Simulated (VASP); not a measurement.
# Sr (P6_3/mmc) in VASP: a series of runs, part 2 of 2

VASP 6.6.1. The steps go on from the part before.

## 4. Single point, PBE

Contents of INCAR:

```
SYSTEM = Sr
  ADDGRID = .False.
  ALGO = Normal
  EDIFF = 1E-6
  ENCUT = 250
  GGA = PE
  ISIF = 2
  ISMEAR = 0
  LASPH = .True.
  LCHARG = .False.
  LREAL = .False.
  LWAVE = .False.
  NBANDS = 17
  NELM = 100
  PREC = Accurate
  SIGMA = 0.15
```

Contents of KPOINTS:

```
k-points
0
Gamma
  10 10 6
  0 0 0
```

Contents of POSCAR:

```
Sr
1.0
    4.3100000000      0.0000000000      0.0000000000
   -2.1550000000      3.7325694903      0.0000000000
    0.0000000000      0.0000000000      7.0500000000
Sr
2
Direct
    0.6432960000      0.3178180000      0.7464440000
    0.3199860000      0.6535770000      0.2508690000
```

Potentials or basis: VASP PAW PBE potentials, release 64 (Sr_sv).

Started as:

```console
$ cat potpaw_PBE.64/Sr_sv/POTCAR > POTCAR
$ mpirun -np 1 vasp_std > vasp.out
```

OUTCAR:

```text
SYSTEM = Sr
   EDIFF = 1E-6
   ENCUT = 250
   GGA = PE
   ISIF = 2
   ISMEAR = 0
   LASPH = .True.
   LREAL = .False.
   NELM = 100
   PREC = Accurate

 Found    304 irreducible k-points:

 Following reciprocal coordinates:
            Coordinates               Weight
  0.000000  0.000000  0.000000      1.000000
  0.100000  0.000000  0.000000      2.000000
  0.000000  0.100000  0.000000      2.000000
 -0.100000  0.100000  0.000000      2.000000
  0.200000  0.000000  0.000000      2.000000
  0.000000  0.200000  0.000000      2.000000
   k-points           NKPTS =    304   k-points in BZ     NKDIM =    304   number of bands    NBANDS=     17
   number of dos      NEDOS =    301   number of ions     NIONS =      2
   total plane-waves  NPLWV =  20736
   dimension x,y,z NGX =    24 NGY =   24 NGZ =   36
   dimension x,y,z NGXF=    48 NGYF=   48 NGZF=   72
   ions per type =               2
   NGX,Y,Z   is equivalent  to a cutoff of   9.26,  9.26,  8.49 a.u.
   NGXF,Y,Z  is equivalent  to a cutoff of  18.51, 18.51, 16.98 a.u.
 SYSTEM =  Sr
   PREC   = accura    normal or accurate (medium, high low for compatibility)
   ISTART =      0    job   : 0-new  1-cont  2-samecut
   ICHARG =      2    charge: 1-file 2-atom 10-const
   ISPIN  =      1    spin polarized calculation?
   LNONCOLLINEAR =      F non collinear calculations
[... 55 lines left out ...]

 val. band max:        1.5020479969   @ k =   0.0000   0.0000   0.0000
 cond. band min:       1.5089221422   @ k =   0.3000   0.4000   0.1667
 fundamental gap:      0.0068741453
 Fermi energy:         1.5023175216

 k-point     1 :       0.0000    0.0000    0.0000
  band No.  band energies     occupation
      1     -35.1937      2.00000
      2     -35.1818      2.00000
      3     -17.2540      2.00000
      4     -17.1105      2.00000
      5     -17.1074      2.00000
      6     -17.0856      2.00000
[... 97 lines left out ...]
      4     -17.1558      2.00000
      5     -17.1324      2.00000
      6     -17.1230      2.00000
[... 9 lines left out ...]
     16       4.2524      0.00000
     17       4.3266      0.00000

 [... further k-points ...]

------------------------ aborting loop because EDIFF is reached ----------------------------------------

  FORCE on cell =-STRESS in cart. coord.  units (eV):
  Direction    XX          YY          ZZ          XY          YZ          ZX
  --------------------------------------------------------------------------------------
  -------------------------------------------------------------------------------------
  Total       -0.4004397     -0.3851720     -0.2704396     -0.0315242      0.0003520      0.0015879
  in kB       -5.6568345     -5.4411543     -3.8203799     -0.4453288      0.0049728      0.0224317
  external PRESSURE =      -4.9727896 kB  Pullay stress =       0.0000000 kB

 VOLUME and BASIS-vectors are now :
 -----------------------------------------------------------------------------
  energy-cutoff  :      250.00
  volume of cell :      113.42
      direct lattice vectors                 reciprocal lattice vectors
     4.310000000  0.000000000  0.000000000     0.232018561  0.133955979  0.000000000
    -2.155000000  3.732569490  0.000000000     0.000000000  0.267911958  0.000000000
     0.000000000  0.000000000  7.050000000     0.000000000  0.000000000  0.141843972

 POSITION                                       TOTAL-FORCE (eV/Angst)
 -----------------------------------------------------------------------------------
      2.08771      1.18628      5.26243         0.010698      0.002168      0.040272
     -0.02932      2.43952      1.76863        -0.010698     -0.002168     -0.040272
 -----------------------------------------------------------------------------------
    total drift:                               -0.000000     -0.000005     -0.000003

  FREE ENERGIE OF THE ION-ELECTRON SYSTEM (eV)
  ---------------------------------------------------
  free  energy   TOTEN  =        -3.2812401555 eV

  energy  without entropy=       -3.2500092273  energy(sigma->0) =       -3.26562469
```

OSZICAR:

```text
N       E                     dE             d eps       ncg     rms          rms(c)
DAV:   1     0.613880654237E+02    0.61388E+02   -0.70926E+03 12128   0.575E+02
DAV:   2     0.325230029959E+01   -0.58136E+02   -0.57126E+02 13582   0.158E+02
DAV:   3    -0.317512051992E+01   -0.64274E+01   -0.64086E+01 18734   0.304E+01
DAV:   4    -0.327673097271E+01   -0.10161E+00   -0.10150E+00 14342   0.384E+00
DAV:   5    -0.327810944048E+01   -0.13785E-02   -0.13783E-02 15562   0.371E-01    0.165E+01
DAV:   6    -0.327832936437E+01   -0.21992E-03   -0.16764E-02 13844   0.111E+00    0.919E+00
DAV:   7    -0.328111506448E+01   -0.27857E-02   -0.21853E-02 12392   0.132E+00    0.436E-01
DAV:   8    -0.328113324873E+01   -0.18184E-04   -0.33094E-03 17517   0.247E-01    0.128E-01
DAV:   9    -0.328120188709E+01   -0.68638E-04   -0.15557E-04 14669   0.587E-02    0.488E-02
DAV:  10    -0.328123455226E+01   -0.32665E-04   -0.11641E-05 12503   0.177E-02    0.299E-02
DAV:  11    -0.328124028080E+01   -0.57285E-05   -0.19280E-06 11460   0.104E-02    0.262E-03
DAV:  12    -0.328124015550E+01    0.12530E-06   -0.17946E-07  8365   0.256E-03
   1 F= -.32812402E+01 E0= -.32656247E+01  d E =-.312309E-01
```

Run time: 49 s. Hardware: 1 thread of Intel Xeon 6975P-C (Granite Rapids), shared host; peak memory 0.27 GiB.

The run converged, but some of its settings lie outside the range that counts as converged, so its numbers aren't taken as properties of the crystal.

Results:

```
Free energy            : -3.2812 eV
Largest force          : 0.042 eV/Å
Band gap on the k mesh : none (metal or under the smearing width)
```

Caveat: the cutoff is under 1.25 times the usual one of these potentials, so pressure, stress and relaxed cells hold a basis-set (Pulay) error.

## 5. Single point, PBE

Edit INCAR of step 4 so:

```diff
@@ -4,3 +4,3 @@
   EDIFF = 1E-6
-  ENCUT = 250
+  ENCUT = 300
   GGA = PE
```

KPOINTS is that of step 4.

Contents of POSCAR:

```
Sr
1.0
    4.3100000000      0.0000000000      0.0000000000
   -2.1550000000      3.7325694903      0.0000000000
    0.0000000000      0.0000000000      7.0500000000
Sr
2
Direct
    0.6666666667      0.3333333333      0.7500000000
    0.3333333333      0.6666666667      0.2500000000
```

Potentials or basis: VASP PAW PBE potentials, release 64 (Sr_sv).

Started as:

```console
$ cat potpaw_PBE.64/Sr_sv/POTCAR > POTCAR
$ mpirun -np 1 vasp_std > vasp.out
```

OUTCAR:

```text
SYSTEM = Sr
   EDIFF = 1E-6
   ENCUT = 300
   GGA = PE
   ISIF = 2
   ISMEAR = 0
   LASPH = .True.
   LREAL = .False.
   NELM = 100
   PREC = Accurate

 Found     56 irreducible k-points:

 Following reciprocal coordinates:
            Coordinates               Weight
  0.000000  0.000000  0.000000      1.000000
  0.100000  0.000000  0.000000      6.000000
  0.200000  0.000000  0.000000      6.000000
  0.300000  0.000000  0.000000      6.000000
  0.400000  0.000000  0.000000      6.000000
[... 197 lines left out ...]
------------------------ aborting loop because EDIFF is reached ----------------------------------------

  FORCE on cell =-STRESS in cart. coord.  units (eV):
  Direction    XX          YY          ZZ          XY          YZ          ZX
  --------------------------------------------------------------------------------------
  -------------------------------------------------------------------------------------
  Total       -0.2975234     -0.2975234     -0.1775780      0.0000000     -0.0000000      0.0000000
  in kB       -4.2029813     -4.2029813     -2.5085662      0.0000000     -0.0000000      0.0000000
  external PRESSURE =      -3.6381763 kB  Pullay stress =       0.0000000 kB

 VOLUME and BASIS-vectors are now :
 -----------------------------------------------------------------------------
  energy-cutoff  :      300.00
  volume of cell :      113.42
      direct lattice vectors                 reciprocal lattice vectors
     4.310000000  0.000000000  0.000000000     0.232018561  0.133955979  0.000000000
    -2.155000000  3.732569490  0.000000000     0.000000000  0.267911958  0.000000000
     0.000000000  0.000000000  7.050000000     0.000000000  0.000000000  0.141843972

 POSITION                                       TOTAL-FORCE (eV/Angst)
 -----------------------------------------------------------------------------------
      2.15500      1.24419      5.28750        -0.000000      0.000000      0.000000
     -0.00000      2.48838      1.76250         0.000000      0.000000      0.000000
 -----------------------------------------------------------------------------------
    total drift:                                0.000000     -0.000000      0.000000

  FREE ENERGIE OF THE ION-ELECTRON SYSTEM (eV)
  ---------------------------------------------------
  free  energy   TOTEN  =        -3.2820561936 eV

  energy  without entropy=       -3.2507992727  energy(sigma->0) =       -3.26642773
```

OSZICAR:

```text
N       E                     dE             d eps       ncg     rms          rms(c)
DAV:   1     0.802410642446E+02    0.80241E+02   -0.74470E+03  1992   0.654E+02
DAV:   2     0.404016894823E+01   -0.76201E+02   -0.75079E+02  2478   0.181E+02
DAV:   3    -0.314253966839E+01   -0.71827E+01   -0.71606E+01  3440   0.361E+01
DAV:   4    -0.327538888839E+01   -0.13285E+00   -0.13273E+00  2612   0.465E+00
DAV:   5    -0.327758124691E+01   -0.21924E-02   -0.21921E-02  3064   0.481E-01    0.158E+01
DAV:   6    -0.327960427426E+01   -0.20230E-02   -0.13193E-02  2554   0.109E+00    0.893E+00
DAV:   7    -0.328191325336E+01   -0.23090E-02   -0.22261E-02  2287   0.138E+00    0.419E-01
DAV:   8    -0.328195682761E+01   -0.43574E-04   -0.33444E-03  3056   0.257E-01    0.134E-01
DAV:   9    -0.328201545672E+01   -0.58629E-04   -0.13760E-04  2709   0.574E-02    0.472E-02
DAV:  10    -0.328205881328E+01   -0.43357E-04   -0.18133E-05  2414   0.284E-02    0.303E-02
DAV:  11    -0.328205746614E+01    0.13471E-05   -0.82924E-07  1985   0.591E-03    0.400E-03
DAV:  12    -0.328205582846E+01    0.16377E-05   -0.44746E-07  1646   0.394E-03    0.191E-03
DAV:  13    -0.328205619365E+01   -0.36519E-06   -0.67784E-08  1355   0.148E-03
   1 F= -.32820562E+01 E0= -.32664277E+01  d E =-.312569E-01
```

Run time: 12 s. Hardware: 1 thread of Intel Xeon 6975P-C (Granite Rapids), shared host; peak memory 0.17 GiB.

The run converged, but some of its settings lie outside the range that counts as converged, so its numbers aren't taken as properties of the crystal.

What came out:

```
Free energy            : -3.2821 eV
Pressure               : -0.4 GPa
Band gap on the k mesh : none (metal or under the smearing width)
```

## 6. The reference run

An earlier run on the cell as given: functional PBE; potentials or basis VASP PAW PBE potentials, release 64 (Sr_sv); cutoff 520 eV; k mesh 7 × 7 × 4; occupations fermi-dirac, width 0.05 eV; no spin polarisation.

- Pressure: -0.3 GPa
- Band gap on the k mesh: none (metal or under the smearing width)
